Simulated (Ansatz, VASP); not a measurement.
# One calculation of Si, two programs

POSCAR

```
Si
1.0
    0.0000000000      2.7221188958      2.6540659234
    2.7221188958      0.0000000000      2.6540659234
    2.7221188958      2.7221188958      0.0000000000
Si
2
Direct
    0.0000000000      0.0000000000      0.0000000000
    0.2500000000      0.2500000000      0.2500000000
```

INCAR.step1

```
SYSTEM = Si
PREC = Accurate ; ENCUT = 520
ISMEAR = 0 ; SIGMA = 0.01
LREAL = .False. ; LASPH = .True.
NELM = 100 ; NBANDS = 11
GGA = PE ; ALGO = Normal
EDIFF = 1E-4 ; LWAVE = .True.
LCHARG = .False.
```

The input INCAR.step2:

```
SYSTEM = Si
PREC = Accurate ; ENCUT = 520
EDIFF = 1E-6 ; ISMEAR = 0
SIGMA = 0.01 ; LREAL = .False.
LASPH = .True. ; NELM = 100
ALGO = Normal ; ISIF = 2
LWAVE = .False. ; LCHARG = .False.
METAGGA = R2SCAN ; LMIXTAU = .True.
NBANDS = 11 ; ISTART = 1
```

File KPOINTS:

```
regular mesh
0
Gamma
  8 8 8
  0 0 0
```

Input for Ansatz:

```yaml
crystal:
  lattice:
    - [0.0, 2.7221188958, 2.6540659234]
    - [2.7221188958, 0.0, 2.6540659234]
    - [2.7221188958, 2.7221188958, 0.0]
  atoms:
    - { symbol: Si, position: [0.0, 0.0, 0.0] }
    - { symbol: Si, position: [0.25, 0.25, 0.25] }
kpoints:
  mp_grid: { grid: [8, 8, 8] }
  band_path:
    path:
      - [0.0, 0.0, 0.0]
      - [0.5, 0.0, 0.5]
      - [0.625, 0.25, 0.625]
      - [0.375, 0.375, 0.75]
      - [0.5, 0.5, 0.5]
      - [0.5, 0.25, 0.75]
      - [0.4, 0.0, 0.4]
    npoints: 1
hamiltonian:
  xc: r2scan
scf:
  occupations: { method: fixed }
  n_extra_bands: 4
output:
  forces: true
  stress: true
  eigenvalues: true
```

Change from the starting cell: uniaxial_z strain -2.5%.

Alike in both runs: task single point; functional r2SCAN; k mesh 8 × 8 × 8; no spin polarisation.

```csv
,VASP,Ansatz
version,VASP 6.6.1,Ansatz 0.2.0
potentials or method,"VASP PAW PBE potentials, release 64 (Si)","plane waves, PAW"
plane-wave cutoff (eV),520,500
occupations,"gaussian, width 0.01 eV",fixed
valence electrons in the cell,8,8
```

VASP gave:

```
gap on the k mesh at the Fermi level (eV)       : 0.50
pressure (GPa)                                  : 2.3
largest component of the traceless stress (GPa) : 1.74
```

Problem. What did Ansatz give for the same quantities?

Solution. gap on the k mesh at the Fermi level (eV): 0.48; pressure (GPa): 2.6; largest component of the traceless stress (GPa): 1.72.

Caveats: the PAW data sets were made with another functional, which shifts forces and pressure a little (VASP). A k mesh can miss the band edges.
